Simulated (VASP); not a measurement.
# Cu (Cmce) in VASP: a series of runs

The runs below take Cu through single point, with r2SCAN.

All numbers are computed with VASP 6.6.1; they aren't measurements. Logs are shortened: lines on timing, memory, paths and dates and some standing lists are left out, and cuts for length are marked.

### Step 1. The structure

Symmetry: Cmce, No. 64, orthorhombic system. Conventional cell: a = 2.836 Å, b = 8.997 Å, c = 3.753 Å, α = 90.00°, β = 90.00°, γ = 90.00°. Around Cu (site symmetry m) lie 3 Cu at 1.86 to 1.89 Å.

The cell was built by a generator and needn't be a form met in nature.

### Step 2. Single point, r2SCAN

Contents of POSCAR:

```
Cu
1.0
    1.4180567933     -4.4983674713      0.0000000000
    1.4180567933      4.4983674713      0.0000000000
    0.0000000000      0.0000000000      3.7529237189
Cu
4
Direct
    0.0980000000      0.9020000000      0.9100000000
    0.5980000000      0.4020000000      0.5900000000
    0.9020000000      0.0980000000      0.0900000000
    0.4020000000      0.5980000000      0.4100000000
```

Contents of INCAR.step1:

```
SYSTEM = Cu
ALGO = Normal ; EDIFF = 1E-4
ENCUT = 520 ; GGA = PE
ISMEAR = 0 ; LASPH = .TRUE.
LCHARG = .FALSE. ; LREAL = .FALSE.
LWAVE = .TRUE. ; NBANDS = 30
NELM = 100 ; PREC = Accurate
SIGMA = 0.1
```

Contents of INCAR.step2:

```
SYSTEM = Cu
ALGO = Normal ; EDIFF = 1E-6
ENCUT = 520 ; ISIF = 2
ISMEAR = 0 ; ISTART = 1
LASPH = .TRUE. ; LCHARG = .FALSE.
LMIXTAU = .TRUE. ; LREAL = .FALSE.
LWAVE = .FALSE. ; METAGGA = R2SCAN
NBANDS = 30 ; NELM = 100
PREC = Accurate ; SIGMA = 0.1
```

Contents of KPOINTS:

```
k-points
0
G
  6 6 6
  0 0 0
```

Potentials or basis: VASP PAW PBE potentials, release 64 (Cu).

On the command line:

```console
cat potpaw_PBE.64/Cu/POTCAR > POTCAR
cp INCAR.step1 INCAR
mpirun -np 1 vasp_std > vasp.out
cp INCAR.step2 INCAR
mpirun -np 1 vasp_std > vasp.out
```

OUTCAR:

```text
SYSTEM = Cu
   EDIFF = 1E-6
   ENCUT = 520
   ISIF = 2
   ISMEAR = 0
   ISTART = 1
   LASPH = .TRUE.
   LREAL = .FALSE.
   METAGGA = R2SCAN
   NELM = 100
   PREC = Accurate

 ion  position               nearest neighbor table
   1  0.098  0.902  0.910-   2 1.86   2 1.86   3 1.89
   2  0.598  0.402  0.590-   1 1.86   1 1.86   4 1.89
   3  0.902  0.098  0.090-   4 1.86   4 1.86   1 1.89
   4  0.402  0.598  0.410-   3 1.86   3 1.86   2 1.89

  LATTYP: Found a base centered orthorhombic cell.
 ALAT       =     2.8361135866
 B/A-ratio  =     3.1722054381
 C/A-ratio  =     1.3232628399

  Lattice vectors:

 A1 = (   1.4180567933,  -4.4983674713,   0.0000000000)
 A2 = (   1.4180567933,   4.4983674713,   0.0000000000)
 A3 = (   0.0000000000,   0.0000000000,   3.7529237189)

Analysis of symmetry for initial positions (statically):
=====================================================================
 Subroutine PRICEL returns:
 Original cell was already a primitive cell.

 Routine SETGRP: Setting up the symmetry group for a
 base centered orthorhombic supercell.

 Subroutine GETGRP returns: Found  8 space group operations
 (whereof  4 operations were pure point group operations)
 out of a pool of  8 trial point group operations.

The static configuration has the point symmetry C_2h.
 The point group associated with its full space group is D_2h.

Analysis of symmetry for dynamics (positions and initial velocities):
=====================================================================
 Subroutine PRICEL returns:
 Original cell was already a primitive cell.

 Routine SETGRP: Setting up the symmetry group for a
 base centered orthorhombic supercell.

 Subroutine GETGRP returns: Found  8 space group operations
 (whereof  4 operations were pure point group operations)
 out of a pool of  8 trial point group operations.

The dynamic configuration has the point symmetry C_2h.
 The point group associated with its full space group is D_2h.

 Subroutine INISYM returns: Found  8 space group operations
 (whereof  4 operations are pure point group operations),
 and found     1 'primitive' translations

----------------------------------------------------------------------------------------

                                     Primitive cell

  volume of cell :      47.8794

  direct lattice vectors                    reciprocal lattice vectors
     1.418056793 -4.498367471  0.000000000     0.352595187 -0.111151435  0.000000000
     1.418056793  4.498367471  0.000000000     0.352595187  0.111151435  0.000000000
     0.000000000  0.000000000  3.752923719     0.000000000  0.000000000  0.266458920

  length of vectors
     4.716587217  4.716587217  3.752923719     0.369699888  0.369699888  0.266458920

  position of ions in fractional coordinates (direct lattice)
     0.098000000  0.902000000  0.910000000
     0.598000000  0.402000000  0.590000000
     0.902000000  0.098000000  0.090000000
     0.402000000  0.598000000  0.410000000

  ion indices of the primitive-cell ions
   primitive index   ion index
                 1           1
                 2           2
                 3           3
                 4           4

----------------------------------------------------------------------------------------

 KPOINTS: k-points

Automatic generation of k-mesh.
 Grid dimensions read from file:
 generate k-points for:    6    6    6

 Generating k-lattice:

  Cartesian coordinates                     Fractional coordinates (reciprocal lattice)
     0.058765864 -0.018525239  0.000000000     0.166666667  0.000000000  0.000000000
     0.058765864  0.018525239  0.000000000     0.000000000  0.166666667  0.000000000
     0.000000000  0.000000000  0.044409820     0.000000000  0.000000000  0.166666667

  Length of vectors
     0.061616648  0.061616648  0.044409820

  Shift w.r.t. Gamma in fractional coordinates (k-lattice)
     0.000000000  0.000000000  0.000000000

 Subroutine IBZKPT returns following result:
 ===========================================

 Found     52 irreducible k-points:

 Following reciprocal coordinates:
            Coordinates               Weight
  0.000000  0.000000  0.000000      1.000000
  0.166667 -0.000000  0.000000      4.000000
  0.333333  0.000000  0.000000      4.000000
  0.500000  0.000000  0.000000      2.000000
  0.166667  0.166667  0.000000      2.000000
  0.333333  0.166667  0.000000      4.000000
[... 16 lines left out ...]
  0.333333  0.333333  0.166667      4.000000
  0.500000  0.333333  0.166667      8.000000
 [... further k-points ...]
   k-points           NKPTS =     52   k-points in BZ     NKDIM =     52   number of bands    NBANDS=     30
   number of dos      NEDOS =    301   number of ions     NIONS =      4
   total plane-waves  NPLWV =  36288
   dimension x,y,z NGX =    36 NGY =   36 NGZ =   28
   dimension x,y,z NGXF=    72 NGYF=   72 NGZF=   56
   ions per type =               4
   NGX,Y,Z   is equivalent  to a cutoff of  12.69, 12.69, 12.40 a.u.
   NGXF,Y,Z  is equivalent  to a cutoff of  25.38, 25.38, 24.81 a.u.
 SYSTEM =  Cu
   PREC   = accura    normal or accurate (medium, high low for compatibility)
   ISTART =      1    job   : 0-new  1-cont  2-samecut
   ICHARG =      0    charge: 1-file 2-atom 10-const
   ISPIN  =      1    spin polarized calculation?
   LNONCOLLINEAR =      F non collinear calculations
   LSORBIT =      F    spin-orbit coupling
   LASPH  =      T    aspherical Exc in radial PAW
   ENCUT  =  520.0 eV  38.22 Ry    6.18 a.u.   8.77  8.77  6.98*2*pi/ulx,y,z
   NELM   =    100;   NELMIN=  2; NELMDL=  0     # of ELM steps
   EDIFF  = 0.1E-05   stopping-criterion for ELM
   LREAL  =      F    real-space projection
   EDIFFG = 0.1E-04   stopping-criterion for IOM
   NSW    =      0    number of steps for IOM
   IBRION =     -1    ionic relax: 0-MD 1-quasi-New 2-CG
   NFREE  =      0    steps in history (QN), initial steepest desc. (CG)
   ISIF   =      2    stress and relaxation
   ISYM   =      2    0-nonsym 1-usesym 2-fastsym
   POTIM  = 0.5000    time-step for ionic-motion
   TEBEG  =    0.0;   TEEND  =   0.0 temperature during run
   PSTRESS=    0.0 pullay stress
   NELECT =      44.0000    total number of electrons
   NUPDOWN=      -1.0000    fix difference up-down
   EMIN   =  10.00;   EMAX   =-10.00  energy-range for DOS
   EFERMI =   0.00;   METHOD = LEGACY
   ISMEAR =     0;   SIGMA  =   0.10  broadening in eV -4-tet -1-fermi 0-gaus
   EFERMI_NEDOS =   21; number of points for ismear=-14 and -15
   IALGO  =     38    algorithm
   IMIX   =      4    mixing-type and parameters
     AMIX     =   0.40;   BMIX     =  1.00
     AMIX_MAG =   1.60;   BMIX_MAG =  1.00
  volume/ion in A,a.u.               =      11.97        80.78
  Fermi-wavevector in a.u.,A,eV,Ry     =   1.591633  3.007750 34.467583  2.533296
  Thomas-Fermi vector in A             =   2.690143
   LORBIT       =      0    0 simple, 1 ext, 2 COOP (PROOUT), +10 PAW based schemes
   METAGGA = R2SCAN    functional components
   LHFCALC =     F    Hartree Fock is set to
   AEXX    =    0.0000 exact exchange contribution
   IVDW    =     0    specifies the selected vdW correction
   LEPSILON=     F    determine dielectric tensor
   LRPA    =     F    only Hartree local field effects (RPA)
 non-spin polarized calculation
 Gauss-broadening in eV      SIGMA  =   0.10
  energy-cutoff  :      520.00
  volume of cell :       47.88
 maximum number of plane-waves:      1310
   NGX = 17   NGY = 17   NGZ = 13

 number of electron      44.0000022 magnetization

 Free energy of the ion-electron system (eV)
  ---------------------------------------------------
  ext. energy  EPLUGINS =         0.00000000
  ---------------------------------------------------
  free energy    TOTEN  =       -32.69047259 eV

  energy without entropy =      -32.68277206  energy(sigma->0) =      -32.68662233

 E-fermi :   7.2035     XC(G=0): -13.2288

 val. band max:        7.1959927514   @ k =   0.5000   0.1667   0.3333
 cond. band min:       7.2475097102   @ k =  -0.3333   0.3333   0.5000
 fundamental gap:      0.0515169588
 Fermi energy:         7.2034816529

 k-point     1 :       0.0000    0.0000    0.0000
  band No.  band energies     occupation
      1      -2.2328      2.00000
      2       0.7788      2.00000
      3       1.1200      2.00000
      4       1.6465      2.00000
      5       1.6795      2.00000
      6       1.7171      2.00000
[... 22 lines left out ...]
     29      20.0281      0.00000
     30      20.4275      0.00000

 k-point     2 :       0.1667   -0.0000    0.0000
  band No.  band energies     occupation
      1      -1.6156      2.00000
      2       0.8631      2.00000
      3       1.3327      2.00000
      4       1.5198      2.00000
      5       1.7691      2.00000
      6       2.0138      2.00000
[... 22 lines left out ...]
     29      18.3421      0.00000
     30      20.8331      0.00000

 k-point     3 :       0.3333    0.0000    0.0000
  band No.  band energies     occupation
      1       0.0361      2.00000
      2       1.0215      2.00000
      3       1.7141      2.00000
      4       1.7316      2.00000
      5       1.8654      2.00000
      6       2.1358      2.00000
[... 22 lines left out ...]
     29      17.8689      0.00000
     30      20.3381      0.00000

 k-point     4 :       0.5000    0.0000    0.0000
  band No.  band energies     occupation
      1       1.1324      2.00000
      2       1.1324      2.00000
      3       1.8784      2.00000
      4       1.8784      2.00000
      5       2.1456      2.00000
      6       2.1456      2.00000
[... 616 lines left out ...]
     29      20.9763      0.00000
     30      22.1707      0.00000

 k-point    23 :       0.3333    0.3333    0.1667
  band No.  band energies     occupation
      1       0.6484      2.00000
      2       1.0122      2.00000
      3       1.7371      2.00000
      4       1.8466      2.00000
      5       1.9082      2.00000
      6       2.0786      2.00000
[... 22 lines left out ...]
     29      18.1263      0.00000
     30      18.5111      0.00000

 k-point    24 :       0.5000    0.3333    0.1667
  band No.  band energies     occupation
      1      -0.5410      2.00000
      2       0.9350      2.00000
      3       1.1643      2.00000
      4       1.5388      2.00000
      5       1.8125      2.00000
      6       1.9724      2.00000
[... 22 lines left out ...]
     29      20.3332      0.00000
     30      21.3353      0.00000

 [... further k-points ...]

------------------------ aborting loop because EDIFF is reached ----------------------------------------

  FORCE on cell =-STRESS in cart. coord.  units (eV):
  Direction    XX          YY          ZZ          XY          YZ          ZX
  --------------------------------------------------------------------------------------
  -------------------------------------------------------------------------------------
  Total       36.0519162     21.1342009     28.6092820      0.0000000     -0.0000000      0.0000000
  in kB     1206.3981104    707.2095671    957.3467199      0.0000000     -0.0000000      0.0000000
  external PRESSURE =     956.9847991 kB  Pullay stress =       0.0000000 kB

 VOLUME and BASIS-vectors are now :
 -----------------------------------------------------------------------------
  energy-cutoff  :      520.00
  volume of cell :       47.88
      direct lattice vectors                 reciprocal lattice vectors
     1.418056793 -4.498367471  0.000000000     0.352595187 -0.111151435  0.000000000
     1.418056793  4.498367471  0.000000000     0.352595187  0.111151435  0.000000000
     0.000000000  0.000000000  3.752923719     0.000000000  0.000000000  0.266458920

 POSITION                                       TOTAL-FORCE (eV/Angst)
 -----------------------------------------------------------------------------------
      1.41806      3.61669      3.41516         0.000000     -7.468255      9.089640
      1.41806     -0.88168      2.21422         0.000000     -7.468255     -9.089640
      1.41806     -3.61669      0.33776         0.000000      7.468255     -9.089640
      1.41806      0.88168      1.53870         0.000000      7.468255      9.089640
 -----------------------------------------------------------------------------------
    total drift:                                0.000000     -0.000000      0.000000

  FREE ENERGIE OF THE ION-ELECTRON SYSTEM (eV)
  ---------------------------------------------------
  free  energy   TOTEN  =       -32.6904725929 eV

  energy  without entropy=      -32.6827720572  energy(sigma->0) =      -32.68662233
```

Run time: 2.1 min. Hardware: 1 thread of Intel Xeon 6975P-C (Granite Rapids), shared host; peak memory 0.21 GiB.

Results:

| Quantity | Value |
| --- | --- |
| Free energy | -32.6905 eV |
| Pressure | 95.7 GPa |
| Largest force | 11.764 eV/Å |
| Band gap on the k mesh | none (metal or under the smearing width) |

Forces in eV/Å, atoms in the order of the input:
```
Cu   0.000 -7.468  9.090
Cu   0.000 -7.468 -9.090
Cu   0.000  7.468 -9.090
Cu   0.000  7.468  9.090
```

Stress tensor (GPa, compression positive):
```
120.64   0.00   0.00
  0.00  70.72   0.00
  0.00   0.00  95.73
```

Levels at points of the mesh, in eV from the Fermi level:
```tsv
k point	band 19	band 20	band 21	band 22	band 23	band 24	band 25	band 26
(0.00, 0.00, 0.00)	-1.03	-0.89	-0.84	-0.62	1.54	3.67	5.22	10.80
(0.50, 0.00, 0.00)	-1.24	-1.24	-0.86	-0.86	2.54	2.54	7.51	7.51
(0.50, 0.50, 0.00)	-1.34	-0.89	-0.84	-0.62	4.62	6.10	6.39	6.94
(0.00, 0.00, 0.50)	-1.18	-1.18	-1.15	-1.15	2.77	2.77	4.96	4.96
(0.50, 0.00, 0.50)	-1.23	-1.23	-0.56	-0.56	2.56	2.56	4.34	4.34
(0.50, 0.50, 0.50)	-1.25	-1.25	-1.18	-1.18	-0.52	-0.52	11.68	11.68
```

Caveat: the k mesh is coarse (spacing up to 0.39 Å⁻¹), so the values aren't converged; a pressure of tens of GPa on the cell as given is suspect, and the run, the potentials or the cell itself is likely at fault; the PAW data sets were made with another functional, which shifts forces and pressure a little.

### Step 3. Single point, r2SCAN

This run uses another cell than the first one, of 12.03 Å³/atom, 1.005 times its volume.

Contents of POSCAR:

```
Cu
1.0
    1.2870373706     -4.4723709675      0.0000000000
    1.2870373706      4.4723709675      0.0000000000
    0.0000000000      0.0000000000      4.1816004859
Cu
4
Direct
    0.1330705585      0.8669294415      1.0000049442
    0.6330705585      0.3669294415      0.4999950558
    0.8669294415      0.1330705585     -0.0000049442
    0.3669294415      0.6330705585      0.5000049442
```

Contents of INCAR.step1:

```
SYSTEM = Cu
PREC = Accurate
ENCUT = 520
ISMEAR = 0
SIGMA = 0.1
LREAL = .FALSE.
LASPH = .TRUE.
NELM = 100
NBANDS = 30
GGA = PE
ALGO = Normal
EDIFF = 1E-4
LWAVE = .TRUE.
LCHARG = .FALSE.
```

Contents of INCAR.step2:

```
SYSTEM = Cu
PREC = Accurate
ENCUT = 520
EDIFF = 1E-6
ISMEAR = 0
SIGMA = 0.1
LREAL = .FALSE.
LASPH = .TRUE.
NELM = 100
ALGO = Normal
ISIF = 2
LWAVE = .FALSE.
LCHARG = .FALSE.
METAGGA = R2SCAN
LMIXTAU = .TRUE.
NBANDS = 30
ISTART = 1
```

Contents of KPOINTS:

```
Automatic mesh
0
G
  6 6 4
  0 0 0
```

Potentials or basis: VASP PAW PBE potentials, release 64 (Cu).

On the command line:

```console
cat potpaw_PBE.64/Cu/POTCAR > POTCAR
cp INCAR.step1 INCAR
mpirun -np 1 vasp_std > vasp.out
cp INCAR.step2 INCAR
mpirun -np 1 vasp_std > vasp.out
```

Wall time 1.9 min (1 thread of Intel Xeon 6975P-C (Granite Rapids), shared host); peak memory 0.21 GiB.

Results (log left out):

| Item | Value |
| --- | --- |
| Free energy | -42.5702 eV |
| Pressure | 0.7 GPa |
| Largest force | 0.010 eV/Å |
| Band gap on the k mesh | none (metal or under the smearing width) |

Forces in eV/Å, atoms in the order of the input:
```
Cu   0.000  0.010  0.000
Cu   0.000  0.010  0.000
Cu   0.000 -0.010  0.000
Cu   0.000 -0.010  0.000
```

Stress tensor (GPa, compression positive):
```
0.87 0.00 0.00
0.00 0.42 0.00
0.00 0.00 0.73
```

Levels at points of the mesh, in eV from the Fermi level:
```csv
k point,band 19,band 20,band 21,band 22,band 23,band 24,band 25,band 26
"(0.00, 0.00, 0.00)",-1.55,-1.42,-1.37,-1.27,-0.82,2.78,4.13,6.38
"(0.50, 0.00, 0.00)",-1.58,-1.58,-0.04,-0.04,3.01,3.01,8.11,8.11
"(0.50, 0.50, 0.00)",-1.69,-1.50,-1.45,-1.34,2.04,2.94,4.77,4.81
"(0.00, 0.00, 0.50)",-2.02,-2.02,-2.02,-2.02,2.30,2.30,3.54,3.54
"(0.50, 0.00, 0.50)",-1.49,-1.49,0.13,0.13,2.09,2.09,3.92,3.92
"(0.50, 0.50, 0.50)",-1.76,-1.76,-1.71,-1.71,-1.59,-1.59,11.79,11.79
```

Caveat: the k mesh is coarse (spacing up to 0.42 Å⁻¹), so the values aren't converged; the PAW data sets were made with another functional, which shifts forces and pressure a little.

### Step 4. Single point, r2SCAN

This run uses another cell than the first one: it holds 8 atoms, not 4.

Contents of POSCAR:

```
Cu
1.0
    4.5443379597      0.0000000000      0.0000000000
    0.0000000000      4.5443379597      0.0000000000
    0.0000000000      0.0000000000      4.5443379597
Cu
8
Direct
    0.5000000000      0.5000000000      0.5000000000
    0.0000000000      0.0000000000      0.0000000000
    0.2500000000      0.0000000000      0.5000000000
    0.5000000000      0.2500000000      0.0000000000
    0.5000000000      0.7500000000      0.0000000000
    0.7500000000      0.0000000000      0.5000000000
    0.0000000000      0.5000000000      0.7500000000
    0.0000000000      0.5000000000      0.2500000000
```

Contents of INCAR.step1:

```
PREC = Accurate ; ENCUT = 520
ISMEAR = 0 ; SIGMA = 0.1
LREAL = False ; LASPH = True
NELM = 100 ; NBANDS = 54
GGA = PE ; ALGO = Normal
EDIFF = 1E-4 ; LWAVE = True
LCHARG = False
```

Contents of INCAR.step2:

```
PREC = Accurate ; ENCUT = 520
EDIFF = 1E-6 ; ISMEAR = 0
SIGMA = 0.1 ; LREAL = False
LASPH = True ; NELM = 100
ALGO = Normal ; ISIF = 2
LWAVE = False ; LCHARG = True
METAGGA = R2SCAN ; LMIXTAU = True
LELF = True ; LVHAR = True
NBANDS = 54 ; ISTART = 1
```

Contents of KPOINTS:

```
Automatic mesh
0
Gamma
  8 8 8
```

On the command line:

```console
cat potpaw_PBE.64/Cu/POTCAR > POTCAR
cp INCAR.step1 INCAR
mpirun -np 1 vasp_std > vasp.out
cp INCAR.step2 INCAR
mpirun -np 1 vasp_std > vasp.out
```

It took 5 min on 1 thread of Intel Xeon Platinum 8488C (Sapphire Rapids), shared host; peak memory 0.28 GiB.

Results (log left out):

```
Free energy            : -85.7597 eV
Pressure               : 0.4 GPa
Band gap on the k mesh : none (metal or under the smearing width)
```

Levels at points of the mesh, in eV from the Fermi level:
| k point | band 41 | band 42 | band 43 | band 44 | band 45 | band 46 | band 47 | band 48 |
| --- | --- | --- | --- | --- | --- | --- | --- | --- |
| (0.00, 0.00, 0.00) | -1.80 | -0.20 | -0.20 | -0.20 | 1.14 | 1.14 | 1.33 | 6.81 |
| (0.50, 0.00, 0.00) | -1.55 | -1.55 | 0.73 | 0.73 | 1.09 | 1.09 | 2.93 | 2.93 |
| (0.50, 0.50, 0.00) | -1.80 | -1.67 | -1.67 | -1.49 | 1.17 | 2.77 | 2.77 | 3.72 |
| (0.50, 0.50, 0.50) | -1.10 | -1.10 | -1.10 | -1.10 | -1.10 | -1.10 | -0.87 | -0.87 |

Caveat: the PAW data sets were made with another functional, which shifts forces and pressure a little.

(Part 1 of 2 ends here.)
